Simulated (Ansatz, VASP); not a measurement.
# One calculation of C, two programs

INCAR

```
  ALGO = Normal
  EDIFF = 1E-6
  ENCUT = 520
  GGA = PE
  ISIF = 2
  ISMEAR = -4
  LASPH = T
  LCHARG = T
  LELF = T
  LREAL = F
  LVHAR = T
  LWAVE = F
  NBANDS = 16
  NELM = 100
  PREC = Accurate
  SIGMA = 0.1
```

KPOINTS

```
k-points
0
Gamma
  15 15 5
```

Contents of POSCAR:

```
C
1.0
    2.4413550326      0.0000000000      0.0000000000
   -1.2206775163      2.1142754779      0.0000000000
    0.0000000000      0.0000000000      5.8964449019
C
4
Direct
    0.0000000000      0.0000000000      0.2500000000
    0.0000000000      0.0000000000      0.7500000000
    0.3333333333      0.6666666667      0.2500000000
    0.6666666667      0.3333333333      0.7500000000
```

Input for Ansatz:

```yaml
crystal:
  lattice:
    - [2.4413550326, 0.0, 0.0]
    - [-1.2206775163, 2.1142754779, 0.0]
    - [0.0, 0.0, 5.8964449019]
  atoms:
    - { symbol: C, position: [0.0, 0.0, 0.25] }
    - { symbol: C, position: [0.0, 0.0, 0.75] }
    - { symbol: C, position: [0.3333333333, 0.6666666667, 0.25] }
    - { symbol: C, position: [0.6666666667, 0.3333333333, 0.75] }
kpoints:
  mp_grid: { grid: [15, 15, 5] }
scf:
  occupations: { method: tetrahedron_uncorrected }
hamiltonian:
  xc: pbe
  pseudopotentials: { kind: all_electron, lapw: { basis_error: 0.001 } }
output:
  forces: true
  stress: true
  eigenvalues: true
  populations: true
```

Alike in both runs: task single point; functional PBE; k mesh 15 × 15 × 5; no spin polarisation.

|  | VASP | Ansatz |
| --- | --- | --- |
| version | VASP 6.6.1 | Ansatz 0.2.0 |
| potentials or method | VASP PAW PBE potentials, release 64 (C) | all-electron LAPW, scalar-relativistic |
| plane-wave cutoff (eV) | 520 | see its input |
| occupations | tetrahedron | tetrahedron-uncorrected |

Ansatz gave:

| Property | Result |
| --- | --- |
| gap on the k mesh at the Fermi level (eV) | none |
| pressure (GPa) | 13.8 |
| largest component of the traceless stress (GPa) | 0.06 |

**Question.** Estimate VASP's values.

**Answer.** gap on the k mesh at the Fermi level (eV): none; pressure (GPa): 14.4; largest component of the traceless stress (GPa): 0.66.

A gap of «none» marks a metal or a gap that the smearing closes. Ansatz ran all-electron here, so the differences hold the error of VASP's frozen core and of both bases. Ansatz warned: «band_table_not_solved_further».
